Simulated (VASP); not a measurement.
# MoS2 in VASP: notebook

Runs on MoS2. Level: PBE+D4. Tasks: single point.

Program: VASP 6.6.1. These are calculated values, not measurements. Logs are shortened: lines on timing, memory, paths and dates and some standing lists are left out, and cuts for length are marked.

### Step 1. The structure

The cell holds a sheet with vacuum, 6 atoms: a = 3.154 Å, b = 3.154 Å, c = 24.320 Å, α = 90.00°, β = 90.00°, γ = 120.00°.

The cell was built by a generator and needn't be a form met in nature.

### Step 2. Single point, PBE+D4

INCAR

```
PREC = Accurate
ENCUT = 520
EDIFF = 1E-6
ISMEAR = 0
SIGMA = 0.01
LREAL = False
LASPH = True
NELM = 100
ALGO = Fast
ISIF = 2
LWAVE = False
LCHARG = False
GGA = PE
IVDW = 13
NBANDS = 35
```

KPOINTS

```
Automatic mesh
0
Gamma
  12 12 1
```

POSCAR

```
MoS2
1.0
    3.1540796855      0.0000000000      0.0000000000
   -1.5770398428      2.7315131332      0.0000000000
    0.0000000000      0.0000000000     24.3200000000
S Mo
4 2
Direct
    0.3333333333      0.6666666667      0.3104128874
    0.3333333333      0.6666666667      0.4391224132
    0.6666666667      0.3333333333      0.5608775868
    0.6666666667      0.3333333333      0.6895871126
    0.6666666667      0.3333333333      0.3747905936
    0.3333333333      0.6666666667      0.6252094064
```

Potentials or basis: VASP PAW PBE potentials, release 64 (S, Mo_sv).

Command:

```sh
$ cat potpaw_PBE.64/S/POTCAR potpaw_PBE.64/Mo_sv/POTCAR > POTCAR
$ mpirun -np 1 vasp_std > vasp.out
```

OUTCAR:

```text
PREC = Accurate
   ENCUT = 520
   EDIFF = 1E-6
   ISMEAR = 0
   LREAL = False
   LASPH = True
   NELM = 100
   ISIF = 2
   GGA = PE
   IVDW = 13

 ion  position               nearest neighbor table
   1  0.333  0.667  0.310-   5 2.40   5 2.40   5 2.40
   2  0.333  0.667  0.439-   5 2.40   5 2.40   5 2.40
   3  0.667  0.333  0.561-   6 2.40   6 2.40   6 2.40
   4  0.667  0.333  0.690-   6 2.40   6 2.40   6 2.40
   5  0.667  0.333  0.375-   2 2.40   2 2.40   2 2.40   1 2.40   1 2.40   1 2.40
   6  0.333  0.667  0.625-   3 2.40   3 2.40   3 2.40   4 2.40   4 2.40   4 2.40

  LATTYP: Found a hexagonal cell.
 ALAT       =     3.1540796855
 C/A-ratio  =     7.7106485647

  Lattice vectors:

 A1 = (   3.1540796855,   0.0000000000,   0.0000000000)
 A2 = (  -1.5770398428,   2.7315131332,   0.0000000000)
 A3 = (   0.0000000000,   0.0000000000,  24.3200000000)

Analysis of symmetry for initial positions (statically):
=====================================================================
 Subroutine PRICEL returns:
 Original cell was already a primitive cell.

 Routine SETGRP: Setting up the symmetry group for a
 hexagonal supercell.

 Subroutine GETGRP returns: Found 12 space group operations
 (whereof 12 operations were pure point group operations)
 out of a pool of 24 trial point group operations.

The static configuration has the point symmetry D_3d.

Analysis of symmetry for dynamics (positions and initial velocities):
=====================================================================
 Subroutine PRICEL returns:
 Original cell was already a primitive cell.

 Routine SETGRP: Setting up the symmetry group for a
 hexagonal supercell.

 Subroutine GETGRP returns: Found 12 space group operations
 (whereof 12 operations were pure point group operations)
 out of a pool of 24 trial point group operations.

The dynamic configuration has the point symmetry D_3d.

 Subroutine INISYM returns: Found 12 space group operations
 (whereof 12 operations are pure point group operations),
 and found     1 'primitive' translations

----------------------------------------------------------------------------------------

                                     Primitive cell

  volume of cell :     209.5268

  direct lattice vectors                    reciprocal lattice vectors
     3.154079686  0.000000000  0.000000000     0.317049694  0.183048726  0.000000000
    -1.577039843  2.731513133  0.000000000     0.000000000  0.366097453  0.000000000
     0.000000000  0.000000000 24.320000000     0.000000000  0.000000000  0.041118421

  length of vectors
     3.154079686  3.154079686 24.320000000     0.366097453  0.366097453  0.041118421

  position of ions in fractional coordinates (direct lattice)
     0.333333333  0.666666667  0.310412887
     0.333333333  0.666666667  0.439122413
     0.666666667  0.333333333  0.560877587
     0.666666667  0.333333333  0.689587113
     0.666666667  0.333333333  0.374790594
     0.333333333  0.666666667  0.625209406

  ion indices of the primitive-cell ions
   primitive index   ion index
                 1           1
                 2           2
                 3           3
                 4           4
                 5           5
                 6           6

----------------------------------------------------------------------------------------

 KPOINTS: Automatic mesh

Automatic generation of k-mesh.
 Grid dimensions read from file:
 generate k-points for:   12   12    1

 Generating k-lattice:

  Cartesian coordinates                     Fractional coordinates (reciprocal lattice)
     0.026420808  0.015254061  0.000000000     0.083333333  0.000000000  0.000000000
     0.000000000  0.030508121  0.000000000     0.000000000  0.083333333  0.000000000
     0.000000000  0.000000000  0.041118421     0.000000000  0.000000000  1.000000000

  Length of vectors
     0.030508121  0.030508121  0.041118421

  Shift w.r.t. Gamma in fractional coordinates (k-lattice)
     0.000000000  0.000000000  0.000000000

 Subroutine IBZKPT returns following result:
 ===========================================

 Found     19 irreducible k-points:

 Following reciprocal coordinates:
            Coordinates               Weight
  0.000000  0.000000  0.000000      1.000000
  0.083333  0.000000  0.000000      6.000000
  0.166667 -0.000000  0.000000      6.000000
  0.250000  0.000000  0.000000      6.000000
  0.333333  0.000000  0.000000      6.000000
  0.416667  0.000000  0.000000      6.000000
[... 11 lines left out ...]
  0.333333  0.250000  0.000000     12.000000
  0.333333  0.333333  0.000000      2.000000
   k-points           NKPTS =     19   k-points in BZ     NKDIM =     19   number of bands    NBANDS=     35
   number of dos      NEDOS =    301   number of ions     NIONS =      6
   total plane-waves  NPLWV = 110592
   dimension x,y,z NGX =    24 NGY =   24 NGZ =  192
   dimension x,y,z NGXF=    48 NGYF=   48 NGZF=  384
   ions per type =               4   2
   NGX,Y,Z   is equivalent  to a cutoff of  12.65, 12.65, 13.12 a.u.
   NGXF,Y,Z  is equivalent  to a cutoff of  25.30, 25.30, 26.25 a.u.
 SYSTEM =  unknown system
   PREC   = accura    normal or accurate (medium, high low for compatibility)
   ISTART =      0    job   : 0-new  1-cont  2-samecut
   ICHARG =      2    charge: 1-file 2-atom 10-const
   ISPIN  =      1    spin polarized calculation?
   LNONCOLLINEAR =      F non collinear calculations
   LSORBIT =      F    spin-orbit coupling
   LASPH  =      T    aspherical Exc in radial PAW
   ENCUT  =  520.0 eV  38.22 Ry    6.18 a.u.   5.86  5.86 45.22*2*pi/ulx,y,z
   NELM   =    100;   NELMIN=  2; NELMDL= -5     # of ELM steps
   EDIFF  = 0.1E-05   stopping-criterion for ELM
[... 8 lines left out ...]
   TEBEG  =    0.0;   TEEND  =   0.0 temperature during run
   PSTRESS=    0.0 pullay stress
   NELECT =      52.0000    total number of electrons
   NUPDOWN=      -1.0000    fix difference up-down
   EMIN   =  10.00;   EMAX   =-10.00  energy-range for DOS
   EFERMI =   0.00;   METHOD = LEGACY
   ISMEAR =     0;   SIGMA  =   0.01  broadening in eV -4-tet -1-fermi 0-gaus
   EFERMI_NEDOS =   21; number of points for ismear=-14 and -15
   IALGO  =     68    algorithm
   IMIX   =      4    mixing-type and parameters
     AMIX     =   0.40;   BMIX     =  1.00
     AMIX_MAG =   1.60;   BMIX_MAG =  1.00
  volume/ion in A,a.u.               =      34.92       235.66
  Fermi-wavevector in a.u.,A,eV,Ry     =   1.028796  1.944143 14.400706  1.058422
  Thomas-Fermi vector in A             =   2.162811
   LORBIT       =      0    0 simple, 1 ext, 2 COOP (PROOUT), +10 PAW based schemes
   GGA     = PE    functional components
   LHFCALC =     F    Hartree Fock is set to
   AEXX    =    0.0000 exact exchange contribution
   IVDW    =    13    specifies the selected vdW correction
   LEPSILON=     F    determine dielectric tensor
   LRPA    =     F    only Hartree local field effects (RPA)
 non-spin polarized calculation
 RMM-DIIS sequential band-by-band and
 Gauss-broadening in eV      SIGMA  =   0.01
  energy-cutoff  :      520.00
  volume of cell :      209.53
 maximum number of plane-waves:      5676
 NGX is ok and might be reduce to    24
   NGX = 11   NGY = 11   NGZ = 91

 number of electron      52.0000000 magnetization

 Free energy of the ion-electron system (eV)
  ---------------------------------------------------
  ext. energy  EPLUGINS =         0.00000000
  ---------------------------------------------------
  free energy    TOTEN  =       -43.63002922 eV

  energy without entropy =      -43.63002922  energy(sigma->0) =      -43.63002922

 E-fermi :   1.1211     XC(G=0):  -5.9116

 val. band max:        1.0782878324   @ k =   0.0000   0.0000   0.0000
 cond. band min:       2.3283365815   @ k =   0.1667   0.1667   0.0000
 fundamental gap:      1.2500487492
 Fermi energy:         1.1210597279

 k-point     1 :       0.0000    0.0000    0.0000
  band No.  band energies     occupation
      1     -60.2229      2.00000
      2     -60.2229      2.00000
      3     -34.3834      2.00000
      4     -34.3833      2.00000
      5     -34.1464      2.00000
      6     -34.1464      2.00000
[... 27 lines left out ...]
     34       3.7252      0.00000
     35       6.1358      0.00000

 k-point     2 :       0.0833    0.0000    0.0000
  band No.  band energies     occupation
      1     -60.2201      2.00000
      2     -60.2201      2.00000
      3     -34.3779      2.00000
      4     -34.3778      2.00000
      5     -34.1745      2.00000
      6     -34.1745      2.00000
[... 27 lines left out ...]
     34       3.6545      0.00000
     35       6.1955      0.00000

 k-point     3 :       0.1667   -0.0000    0.0000
  band No.  band energies     occupation
      1     -60.2124      2.00000
      2     -60.2124      2.00000
      3     -34.3628      2.00000
      4     -34.3628      2.00000
      5     -34.2504      2.00000
      6     -34.2504      2.00000
[... 27 lines left out ...]
     34       4.0795      0.00000
     35       6.6031      0.00000
[... 533 lines left out ...]
 k-point    18 :       0.3333    0.2500    0.0000
  band No.  band energies     occupation
      1     -60.1768      2.00000
      2     -60.1768      2.00000
      3     -34.4831      2.00000
      4     -34.4831      2.00000
      5     -34.3587      2.00000
      6     -34.3587      2.00000
[... 27 lines left out ...]
     34       5.5885      0.00000
     35       7.6913      0.00000

 k-point    19 :       0.3333    0.3333    0.0000
  band No.  band energies     occupation
      1     -60.1754      2.00000
      2     -60.1754      2.00000
      3     -34.4524      2.00000
      4     -34.4524      2.00000
      5     -34.4065      2.00000
      6     -34.4065      2.00000
[... 27 lines left out ...]
     34       5.5979      0.00000
     35       7.5174      0.00000

------------------------ aborting loop because EDIFF is reached ----------------------------------------

  DFT-D4 for vdW energy calculation

  Edisp (eV):   -2.30698

  FORCE on cell =-STRESS in cart. coord.  units (eV):
  Direction    XX          YY          ZZ          XY          YZ          ZX
  --------------------------------------------------------------------------------------
  -------------------------------------------------------------------------------------
  Total      -0.07442    -0.07442    -0.12687     0.00000     0.00000    -0.00000
  in kB      -0.56908    -0.56908    -0.97013     0.00000     0.00000    -0.00000
  external pressure =       -0.70 kB  Pullay stress =        0.00 kB

 VOLUME and BASIS-vectors are now :
 -----------------------------------------------------------------------------
  energy-cutoff  :      520.00
  volume of cell :      209.53
      direct lattice vectors                 reciprocal lattice vectors
     3.154079686  0.000000000  0.000000000     0.317049694  0.183048726  0.000000000
    -1.577039843  2.731513133  0.000000000     0.000000000  0.366097453  0.000000000
     0.000000000  0.000000000 24.320000000     0.000000000  0.000000000  0.041118421

 POSITION                                       TOTAL-FORCE (eV/Angst)
 -----------------------------------------------------------------------------------
     -0.00000      1.82101      7.54924         0.000000      0.000000      0.016661
     -0.00000      1.82101     10.67946        -0.000000      0.000000     -0.024070
      1.57704      0.91050     13.64054         0.000000     -0.000000      0.024070
      1.57704      0.91050     16.77076         0.000000     -0.000000     -0.016661
      1.57704      0.91050      9.11491        -0.000000      0.000000     -0.004720
     -0.00000      1.82101     15.20509         0.000000      0.000000      0.004720
 -----------------------------------------------------------------------------------
    total drift:                               -0.000000      0.000000     -0.000000

  FREE ENERGIE OF THE ION-ELECTRON SYSTEM (eV)
  ---------------------------------------------------
  free  energy   TOTEN  =       -45.9370057834 eV

  energy  without entropy=      -45.9370057834  energy(sigma->0) =      -45.93700578
```

It took 2 min on 1 thread of Intel Xeon 6975P-C (Granite Rapids), shared host; peak memory 0.38 GiB.

Results:

```
Free energy                : -45.9370 eV
Largest force              : 0.024 eV/Å
Band gap on the k mesh     : 1.25 eV, indirect (least direct gap 1.74 eV)
Dispersion energy per atom : -0.384 eV
```

Forces in eV/Å, atoms in the order of the input:
```
S    0.000  0.000  0.017
S    0.000  0.000 -0.024
S    0.000  0.000  0.024
S    0.000  0.000 -0.017
Mo   0.000  0.000 -0.005
Mo   0.000  0.000  0.005
```

(Part 1 of 2 ends here.)
